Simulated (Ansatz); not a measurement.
All numbers below come from DFT PBE, scalar-relativistic, plane waves, PAW (Ansatz 0.2.0). All cells share a 420 eV cutoff and Γ-centred k meshes spaced at most about 0.3 Å⁻¹ (about 0.25 or finer for metals, 2π included). No spin polarisation.

These are static total energies at zero pressure.

Compare these two cells of Sn₄Se₃, each relaxed at this level.

A.

Space group P4/nmm:1 (No. 129). a = 4.285 Å, b = 4.285 Å, c = 21.760 Å, α = 90.00°, β = 90.00°, γ = 90.00°
```json
{"atom": "Sn", "site": "2a", "symmetry": "-4m2", "x": "0.5000", "y": "0.5000", "z": "0.0000"}
{"atom": "Sn", "site": "2c", "symmetry": "4mm", "x": "0.5000", "y": "0.0000", "z": "0.2818"}
{"atom": "Sn", "site": "2c", "symmetry": "4mm", "x": "0.5000", "y": "0.0000", "z": "0.5659"}
{"atom": "Sn", "site": "2c", "symmetry": "4mm", "x": "0.5000", "y": "0.0000", "z": "0.8510"}
{"atom": "Se", "site": "2c", "symmetry": "4mm", "x": "0.5000", "y": "0.0000", "z": "0.4356"}
{"atom": "Se", "site": "2c", "symmetry": "4mm", "x": "0.5000", "y": "0.0000", "z": "0.1526"}
{"atom": "Se", "site": "2c", "symmetry": "4mm", "x": "0.5000", "y": "0.0000", "z": "0.7202"}
```

B.

Space group R-3m:H (No. 166). a = 4.053 Å, b = 4.053 Å, c = 40.807 Å, α = 90.00°, β = 90.00°, γ = 120.00°
```tsv
atom	site	symmetry	x	y	z
Sn	6c	3m	0.3333	0.6667	0.8048
Sn	6c	3m	0.0000	0.0000	0.7126
Se	6c	3m	0.6667	0.3333	0.7591
Se	3a	-3m	0.0000	0.0000	0.0000
```

**Question.** Which form is favoured at zero pressure, and by what margin per atom?

**Answer.** A is lower, by 47 meV/atom. A has space group P4/nmm (No. 129), 28.5 Å³/atom and no gap on its mesh; B has space group R-3m (No. 166), 27.6 Å³/atom and no gap. Counting Se atoms around Sn (those within 1.25 times the shortest such distance or 1.15 times the sum of covalent radii, 1.27 where that leaves under three; the shortest distance is added where it exceeds 1.18 times the sum of covalent radii; a slash parts the counts of unlike sites), A has Sn 4 from 4.0 Å/5/5+1 and B has Sn 3/6. The lower one is the more open, so pressure narrows the difference. In A, Sn on a site of symmetry -4m2 is surrounded by 4 Sn at 3.03 Å; around Sn on a site of symmetry 4mm lie 1 Se at 2.81 Å, 4 Se at 3.03 Å and 1 Se at 3.35 Å; around Se on its first site lie 1 Sn at 2.84 Å, 4 Sn at 3.03 Å and 1 Sn at 3.35 Å; 4 more sites not described. In B, Sn on its first site has 3 Se at 2.99 Å and 3 Sn at 3.30 Å; around Sn on its second site lie 6 Se at 3.00–3.01 Å; Se on a site of symmetry 3m has 6 Sn at 2.99–3.01 Å; 1 more site not described. Both come from invented guesses.

Cells relaxed within their symmetry can be saddle points.
